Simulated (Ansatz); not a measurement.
# How much does Ag in Al(100), 2x2 scatter?

Aim: the resistance that Ag in Al(100), 2x2 adds to the host.

Calculated with Ansatz 0.2.0; Ansatz plane-wave DFT, PBE, PAW files; ballistic transport by layer matching (Landauer), zero bias; PAW set soft_1, in the first sound run; inputs show where later runs differ.

## Step 1: The structure

The cell holds 48 atoms: 47 Al and 1 Ag. Its edges and angles: a = 5.725 Å, b = 5.725 Å, c = 24.288 Å, α = 90.0°, β = 90.0°, γ = 90.0°. It derives from Al. Regions: lead, 24 atoms (24 Al); scattering region, 24 atoms (23 Al and 1 Ag). The structure is stacked along c, and the current runs across the ab planes.

## Step 2: Transmission at ideal sites

The defect sits in one plane of the supercell, all atoms on ideal sites; the layers about the cell's end are the lead. The mesh across the current, 10×10, is finer than the density's, because channels open and close sharply across the zone. Energies from -0.1 to 0.1 eV in steps of 0.05 eV are too few for the program's thermal sum, so it prints no conductance; for a metal the transmission near the Fermi level serves, at a fraction of the cost.

Input file input.yaml:

```yaml
crystal:
  lattice:
    - [5.7246940741, 0.0, 0.0]
    - [0.0, 5.7246940741, 0.0]
    - [0.0, 0.0, 24.28782]
  atoms:
    - { symbol: Al, position: [0.0, 0.0, 0.0416666667] }
    - { symbol: Al, position: [0.0, 0.5, 0.0416666667] }
    - { symbol: Al, position: [0.5, 0.0, 0.0416666667] }
    - { symbol: Al, position: [0.5, 0.5, 0.0416666667] }
    - { symbol: Al, position: [0.25, 0.25, 0.125] }
    - { symbol: Al, position: [0.25, 0.75, 0.125] }
    - { symbol: Al, position: [0.75, 0.25, 0.125] }
    - { symbol: Al, position: [0.75, 0.75, 0.125] }
    - { symbol: Al, position: [0.0, 0.0, 0.2083333333] }
    - { symbol: Al, position: [0.0, 0.5, 0.2083333333] }
    - { symbol: Al, position: [0.5, 0.0, 0.2083333333] }
    - { symbol: Al, position: [0.5, 0.5, 0.2083333333] }
    - { symbol: Al, position: [0.25, 0.25, 0.2916666667] }
    - { symbol: Al, position: [0.25, 0.75, 0.2916666667] }
    - { symbol: Al, position: [0.75, 0.25, 0.2916666667] }
    - { symbol: Al, position: [0.75, 0.75, 0.2916666667] }
    - { symbol: Al, position: [0.0, 0.0, 0.375] }
    - { symbol: Al, position: [0.0, 0.5, 0.375] }
    - { symbol: Al, position: [0.5, 0.0, 0.375] }
    - { symbol: Al, position: [0.5, 0.5, 0.375] }
    - { symbol: Al, position: [0.25, 0.25, 0.4583333333] }
    - { symbol: Al, position: [0.25, 0.75, 0.4583333333] }
    - { symbol: Al, position: [0.75, 0.25, 0.4583333333] }
    - { symbol: Al, position: [0.75, 0.75, 0.4583333333] }
    - { symbol: Ag, position: [0.0, 0.0, 0.5416666667] }
    - { symbol: Al, position: [0.0, 0.5, 0.5416666667] }
    - { symbol: Al, position: [0.5, 0.0, 0.5416666667] }
    - { symbol: Al, position: [0.5, 0.5, 0.5416666667] }
    - { symbol: Al, position: [0.25, 0.25, 0.625] }
    - { symbol: Al, position: [0.25, 0.75, 0.625] }
    - { symbol: Al, position: [0.75, 0.25, 0.625] }
    - { symbol: Al, position: [0.75, 0.75, 0.625] }
    - { symbol: Al, position: [0.0, 0.0, 0.7083333333] }
    - { symbol: Al, position: [0.0, 0.5, 0.7083333333] }
    - { symbol: Al, position: [0.5, 0.0, 0.7083333333] }
    - { symbol: Al, position: [0.5, 0.5, 0.7083333333] }
    - { symbol: Al, position: [0.25, 0.25, 0.7916666667] }
    - { symbol: Al, position: [0.25, 0.75, 0.7916666667] }
    - { symbol: Al, position: [0.75, 0.25, 0.7916666667] }
    - { symbol: Al, position: [0.75, 0.75, 0.7916666667] }
    - { symbol: Al, position: [0.0, 0.0, 0.875] }
    - { symbol: Al, position: [0.0, 0.5, 0.875] }
    - { symbol: Al, position: [0.5, 0.0, 0.875] }
    - { symbol: Al, position: [0.5, 0.5, 0.875] }
    - { symbol: Al, position: [0.25, 0.25, 0.9583333333] }
    - { symbol: Al, position: [0.25, 0.75, 0.9583333333] }
    - { symbol: Al, position: [0.75, 0.25, 0.9583333333] }
    - { symbol: Al, position: [0.75, 0.75, 0.9583333333] }
kpoints:
  mp_grid: { grid: [4, 4, 1] }
hamiltonian:
  xc: pbe
  pseudopotentials: { kind: paw, azcp: { folder: soft_1 } }
scf:
  occupations: { method: fermi_dirac, width: 0.1 }
output:
  transmission: { leads: [[0, 4]], kmesh: [10, 10], e_range: [-0.1, 0.1], de: 0.05 }
  write_potential: true
  write_density: true
  volumetric_format: npy
  elf: true
```

Started as:

```bash
$ ansatz run input.yaml --threads 4 --pin off --max-ram 15360MiB --backend cpu --events-out ev --progress --plain --runs-dir out
```

Numbers of over 12 decimals in the logs are rounded to 6 here.

Output:

```text
Engine: ansatz 0.2.0, aarch64-unknown-linux-gnu
Pseudopotentials: kind: paw
Pseudopotential: Al, paw, valence charge 3, recommended cutoff 420 eV (normal), soft_1/Al.paw.azcp
Pseudopotential: Ag, paw, valence charge 19, recommended cutoff 420 eV (normal), soft_1/Ag.paw.azcp
Functional definition: PBE
  parameter kappa = 0.804
  parameter beta = 0.066725
  exchange = pbe_x(kappa = kappa, mu = beta*pi^2/3)
  correlation = pbe_c(beta = beta)
Crystal: 48 atoms, lattice volume = 795.963 Å³
Basis set: ecut = 420 eV, 15629 PW (Γ)
Bands: 128, of which v1, the nominal top of the filled ones, is band 80 counted from 1 (79 counted from 0)
Symmetry: 16 space group operations
Space group: P4/mmm (ITA 123), of the structure as read, at distance tolerance 9.3e-5 Å
k-points: 6 of 16
Non-local potential: Al, projectors of the file, l = 0: 2, l = 1: 2, l = 2: 1
Non-local potential: Ag, projectors of the file, l = 0: 3, l = 1: 2, l = 2: 2, l = 3: 1
PAW form: soft (Blöchl's): semilocal exchange-correlation on the pseudo side does not see the compensation charge
PAW one-centre angular grid: Al, 110 points (default); XC on 64 Gauss nodes
PAW one-centre angular grid: Ag, 590 points (default); XC on 64 Gauss nodes
Initial density: superposition of atomic densities (chi_scale 0.1, normalization cell, long waves 15 % of neutral atoms (reshape's long-wave potential 1.15 eV rms, cloud 2.66 Å wide))
Initial wavefunctions: pseudopotential atomic-orbital guess
Functional: x = pbe(κ = 0.804, μ = 0.219515), c = pbe(β = 0.066725)
SCF iter   1: F=—  HF=-32882.162721 eV  |F-HF|=—  |Δ(HF+E_count)|=         —  Δρ=1.60e-1  dr2=1.85e3  ethr=3.10e-3  ⟨swp⟩=6.3  Hψ=3598  notcnv=0  defer=15
preconditioner: auto → Kerker (q_TF=auto, 2.088 Å⁻¹)  [metal: Δε(μ)=0.028 eV  Ē_g=6.651 eV  σ=0.100 eV  W_gap=0.07  n_scr=112 (ndim 8)  ℏωp=16.2 eV  f_vac=0.000  D(μ)=18.76/eV (n_scr^D=110)]
SCF iter   2: F=—  HF=-32862.181895 eV  |F-HF|=—  |Δ(HF+E_count)|=    2.00e1  Δρ=5.50e-2  dr2=4.10e2  ethr=3.10e-3  ⟨swp⟩=3.7  Hψ=1856  notcnv=0  defer=47
SCF iter   3: F=—  HF=-32855.662517 eV  |F-HF|=—  |Δ(HF+E_count)|=    6.52e0  Δρ=2.77e-2  dr2=4.68e1  ethr=3.10e-3  ⟨swp⟩=3.7  Hψ=1745  notcnv=0  defer=66
SCF iter   4: F=—  HF=-32854.364322 eV  |F-HF|=—  |Δ(HF+E_count)|=    1.30e0  Δρ=1.84e-2  dr2=1.14e1  ethr=3.10e-3  ⟨swp⟩=1.5  Hψ=820  notcnv=0  defer=66
SCF iter   5: F=—  HF=-32853.564986 eV  |F-HF|=—  |Δ(HF+E_count)|=   7.99e-1  Δρ=1.07e-2  dr2=3.13e0  ethr=3.10e-3  ⟨swp⟩=2.7  Hψ=959  notcnv=0  defer=67
SCF iter   6: F=—  HF=-32853.301450 eV  |F-HF|=—  |Δ(HF+E_count)|=   2.64e-1  Δρ=6.55e-3  dr2=1.28e0  ethr=1.96e-3  ⟨swp⟩=1.3  Hψ=788  notcnv=0  defer=71
SCF iter   7: F=—  HF=-32853.183991 eV  |F-HF|=—  |Δ(HF+E_count)|=   1.17e-1  Δρ=3.31e-3  dr2=3.18e-1  ethr=8.03e-4  ⟨swp⟩=1.8  Hψ=890  notcnv=0  defer=74
SCF iter   8: F=—  HF=-32853.156202 eV  |F-HF|=—  |Δ(HF+E_count)|=   2.78e-2  Δρ=1.46e-3  dr2=6.30e-2  ethr=1.98e-4  ⟨swp⟩=1.7  Hψ=796  notcnv=0  defer=76
SCF iter   9: F=—  HF=-32853.149668 eV  |F-HF|=—  |Δ(HF+E_count)|=   6.53e-3  Δρ=1.83e-4  dr2=1.43e-3  ethr=3.94e-5  ⟨swp⟩=2.2  Hψ=1104  notcnv=0  defer=77
SCF iter  10: F=—  HF=-32853.149492 eV  |F-HF|=—  |Δ(HF+E_count)|=   1.76e-4  Δρ=9.63e-5  dr2=2.22e-4  ethr=8.92e-7  ⟨swp⟩=2.0  Hψ=1016  notcnv=0  defer=77
SCF iter  11: F=—  HF=-32853.149490 eV  |F-HF|=—  |Δ(HF+E_count)|=   1.47e-6  Δρ=1.05e-5  dr2=3.78e-6  ethr=1.39e-7  ⟨swp⟩=2.0  Hψ=827  notcnv=0  defer=77
SCF iter  12: F=—  HF=-32853.149506 eV  |F-HF|=—  |Δ(HF+E_count)|=   1.62e-5  Δρ=1.59e-6  dr2=6.31e-8  ethr=6.25e-11  ⟨swp⟩=15.5  Hψ=4771  notcnv=0
SCF iter  13: F=-32853.149506 eV  HF=-32853.149506 eV  |F-HF|=4.75e-9  |Δ(HF+E_count)|=   1.15e-8  Δρ=4.27e-7  dr2=5.33e-9  ethr=3.95e-11  ⟨swp⟩=1.0  Hψ=1821  notcnv=0
SCF 1 converged in 13 iterations: F = -32853.149506 eV  dr2 = 5.33e-9
  greatest PAW one-centre occupation: 1.002 electrons in one spin orbital (limit 2), on the Ag atom at site 24 (counted from 0), in its partial waves of l = 0
transmission: 68 of 651 steps passed
transmission: 138 of 651 steps passed
[...]
transmission: 651 of 651 steps passed
SCF converged after 13 iterations
Free energy (F): -32853.149506 eV
Harris-Foulkes:  -32853.149506 eV  (|F-HF|=4.75e-9)
Internal energy: -32852.375761 eV  (E = F + TS)
E sigma→0 (E₀):  -32852.762634 eV
Entropy (-TS):   -0.773745 eV (-16.120 meV/atom)
Fermi energy:    8.039594 eV
--- Per-component energies (eV) ---
  E_band       = 91.219247
  E_kinetic    = 1521.528559
  E_local      = -5897.851065  (includes V_loc(G=0)·N_el)
  E_nonlocal   = 499.058030
  E_hartree    = 3100.090403
  E_xc         = -1929.062468
  E_vxc        = -1570.749094  (∫ρ·V_xc dr)
  E_paw        = -26015.134435  (= ΣΔE_a)
  E_vpaw       = -660.953951  (= ΣTr[D̂ρ^β])
  E_aug_tail   = 0.000290  (compensation charges beyond the density's cutoff)
  E_ewald      = -4131.005075
  E_smearing   = -0.773745  (= −TS)
  E_closure    = 0.000000  (closes the sum)
  Σ components = -32853.149506   (vs F -32853.149506, Δ=0.00e0)
--- Band table (eV; the first three rows and the last of 6) ---
  k-point 0: bands = [... 76 lower, 7.3423, 7.3423, 7.4039, 7.4516, 7.4645, 7.4878, 7.5069, 7.5069, ... 44 higher]
  k-point 1: bands = [... 76 lower, 7.6895, 7.7642, 7.8158, 7.8377, 7.8507, 7.8775, 7.9951, 8.4053, ... 44 higher]
  k-point 2: bands = [... 76 lower, 7.7813, 7.8385, 7.8759, 7.8875, 8.0730, 8.4389, 8.4794, 8.4836, ... 44 higher]
  k-point 5: bands = [... 76 lower, 8.3473, 8.4435, 8.4435, 8.4911, 8.5905, 8.9382, 8.9402, 8.9573, ... 44 higher]
--- Transmission ---
  basis      : 293 plane waves across, 31 finite elements along
  points     : 21, standing for a mesh of 10 x 10
  energies   : 5 from -0.100000 to 0.100000 eV about the Fermi level, 0.050000 eV apart; the leads are filled to 0.000000 eV, and channels, transmission and decay are at 0.000000 eV
  crystal 0  : Al4, at the sites [0, 4], period 2.0240 Å, over 22.26 Å; its Hamiltonian steps by up to 17.6 meV
    offset         : up to 0.0000 Å between an atom of the period and one for which it stands
    channels       : 6.130000e0 a spin
    conductance    : none, the energies end too early or step too widely for 300 K: set another output.transmission.e_range or a lower de, or, where they end at an eighth of basis.ecutwfc, a higher one
  junction   : crystal 0 to crystal 0, 1.33 to 23.59 Å
    transmission   : 5.286080e0 a spin
    conductance    : none, the energies end too early or step too widely for 300 K: set another output.transmission.e_range or a lower de, or, where they end at an eighth of basis.ecutwfc, a higher one
```

Elapsed: 6.8 min, on 4 threads of Arm Neoverse N1, shared host; peak memory 2.5 GiB.

Reading the cycles: dr2 is the Hartree energy of the density residual (eV), the measure of convergence; HF is the Harris–Foulkes estimate of the energy, which meets the free energy F at convergence.

Numbers from this step:

```yaml
free_energy: -32853.1495 eV
energy_at_zero_smearing: -32852.7626 eV
fermi_energy: 8.040 eV
cell_area: 32.77 Å²
transmission_per_spin_nearest_the_fermi_level: 5.286
open_channels_per_spin_nearest_the_fermi_level: 6.13
step_of_the_lead_s_potential: 17.6 meV
```

Per spin. Table of transmission, zone mean by energy, zero at the Fermi level:

```csv
energy (eV),"transmission, zone mean"
-0.1000,5.44
-0.0500,5.34
0.0000,5.29
0.0500,5.51
0.1000,5.56
```

Per spin. Open channels, zone mean, lead against energy, zero at the Fermi level:

```csv
energy (eV),"open channels, zone mean, lead"
-0.1000,6.21
-0.0500,6.13
0.0000,6.13
0.0500,6.37
0.1000,6.49
```

Transmission over k1 and k2. At 0.0000 eV from the Fermi level.

Ten even steps from '_' (2.81) to '@' (7.74):
```
__....++++++++++....
==..==++******++==..
%%++++::==**==::++++
%%++**==%%::%%==**++
%%++****::@@::****++
%%++**==%%::%%==**++
%%++++::==**==::++++
==..==++******++==..
__....++++++++++....
____==%%%%%%%%%%==__
```
Columns: k1 (b1) from -0.5 to 0.4; rows upwards: k2 (b2) from -0.5 to 0.4.

Open channels over k1 and k2. At 0.0000 eV from the Fermi level.

Ten even steps from '0' (4.00) to '9' (9.00):
```
0404444404
4046444640
8464282464
8442929244
8448292844
8442929244
8464282464
4046444640
0404444404
0048888840
```
Columns: k1 (b1) from -0.5 to 0.4; rows upwards: k2 (b2) from -0.5 to 0.4.

ELF in the ca plane at fractional y = 0.000, with atoms of Al and Ag within 0.2 Å of it. It is the smooth field of the valence electrons, not physical close to the nuclei.

Ten even steps from '0' (0.06) to '9' (0.81), each cell a mean:
```
62001553224630015532222478632222463000553224
76435764445764357644332345422334567435765445
77777766666777777666653222224566677777776666
77777767777777777777665433345677777777777777
77777766666777777766666666666666677777766666
76335764445763357654456632466544566425765445
63011553224630115532246301155322463010553224
52130453224520304532245204045322452040453223
64103654335651036643356510266433465102664334
77667765556776577655566765676555677656765556
77777766677777777777666555556667777777777666
77777766677777777776654322234667777777777666
77667765556776677655442233223455677657765556
64103654335651036643222356532223465102664334
51140453124521404531112589642112352050453223
```
Columns run along c (16.0 Å, from fractional 0.17 to 0.83 of the cell), rows up along a (5.7 Å). Atoms in or near the plane, at fractional coordinates: Al at (0.21, 0.00), Al at (0.21, 0.50), Al at (0.38, 0.00), Al at (0.38, 0.50), Ag at (0.54, 0.00), Al at (0.54, 0.50), Al at (0.71, 0.00), Al at (0.71, 0.50).

Electrostatic potential energy in the ca plane at fractional y = 0.000, with atoms of Al and Ag within 0.2 Å of it. With pseudopotentials it is smooth inside the atoms' cores, unlike the true potential.

Ten even steps from '0' (-10 eV) to '9' (11 eV), each cell a mean:
```
51683279998506832799984001017999851683179998
73111589998731115889987200048999873111588998
87556888888875568888888754688888887656888888
98878898888988788988889887888888898878898888
87556888888875568888888754678888887556888888
72111589998731115899987311158899873111588998
51683279998506832799985168327999851584179998
41894179998418941799985189516999851795169998
61341389998613413799986124137999861241379998
85224788888852247888888522368888885323688888
88777888888987778988888877788888898777898888
88777888888987778988888877788888898777898888
85224788888852247888888511268888885323688888
61341389998613413799985000027999861241379998
41894179998419951799984015006999851896169998
```
Columns run along c (16.0 Å, from fractional 0.17 to 0.83 of the cell; values clipped at the 3rd and 97th percentile), rows up along a (5.7 Å). Atoms in or near the plane, at fractional coordinates: Al at (0.21, 0.00), Al at (0.21, 0.50), Al at (0.38, 0.00), Al at (0.38, 0.50), Ag at (0.54, 0.00), Al at (0.54, 0.50), Al at (0.71, 0.00), Al at (0.71, 0.50).

Valence density in the ca plane at fractional y = 0.000, with atoms of Al and Ag within 0.2 Å of it. It is the smooth field of the valence electrons, not physical close to the nuclei.

Ten steps, logarithmic in the rise over the least value, from '0' (0 e/Å³) to '9' (20 e/Å³), each cell a mean:
```
10000100000100001000012689741000010000110000
11001110000110011100011356521000011101110000
11111111111111111111011122211011111111111111
11111111111111111111111111111111111111111111
11111111111111111111111111111111111111111111
11001110000110011100001100111000011001110000
10000100000100001000001000011000010000110000
10000100000100001000001000011000010000100000
11000100000110001100001100011000011000110000
11111110000111111100001111111000111111110000
11111111111111111111111111111111111111111111
11111111111111111111111111111111111111111111
11111110000111111100001244321000011111110000
11000100000110001100012578631000011000110000
10000100000100001000013699852000010000100000
```
Columns run along c (16.0 Å, from fractional 0.17 to 0.83 of the cell), rows up along a (5.7 Å). Atoms in or near the plane, at fractional coordinates: Al at (0.21, 0.00), Al at (0.21, 0.50), Al at (0.38, 0.00), Al at (0.38, 0.50), Ag at (0.54, 0.00), Al at (0.54, 0.50), Al at (0.71, 0.00), Al at (0.71, 0.50).

Over the solved energies the transmission per spin lies between 5.29 and 5.56, out of 6.27 channels of the lead on average (up to 6.49).

## Step 3: Resistance at ideal sites

This step: Ansatz plane-wave DFT, PBE, PAW files; ballistic transport by layer matching (Landauer), zero bias; area resistance of the defect plane and resistivity an atomic per cent; PAW set soft_1 (Ansatz 0.2.0).

This step gave:

| Property | Result |
| --- | --- |
| area resistance | 0.1049 fΩ m² |
| T over the leads' mean channel count | 0.8665 |
| resistivity per at.% scaled from this dense plane, with the factor 3/4 for isotropic scattering | 1.555 µΩ cm |

Averaged over the energies near the Fermi level, 86.7 % of the channels pass, which makes 0.105 fΩ m².

By hand, with T and the leads' channels N averaged over the energies near the Fermi level: RA = A (h/2e²)(1/T − 1/N) = 32.77×10⁻²⁰ m² × 12 906 Ω × (1/5.381 − 1/6.21) = 0.105 fΩ m². Per atomic per cent: RA × A / V_atom × 0.01 × 3/4 = 1.55 µΩ cm, with the host's V_atom = 16.58 Å³.

(Part 1 of 2 ends here.)

[Logs are printed without paths, hosts, clocks, repeated set-up lines and the standing remarks that a program may print on its own settings, such as how far it seeks lower states.]

[Hosts, paths, dates, database ids (printed as entryN), source tags and the programs' standing remarks are cut or masked in the printed files.]
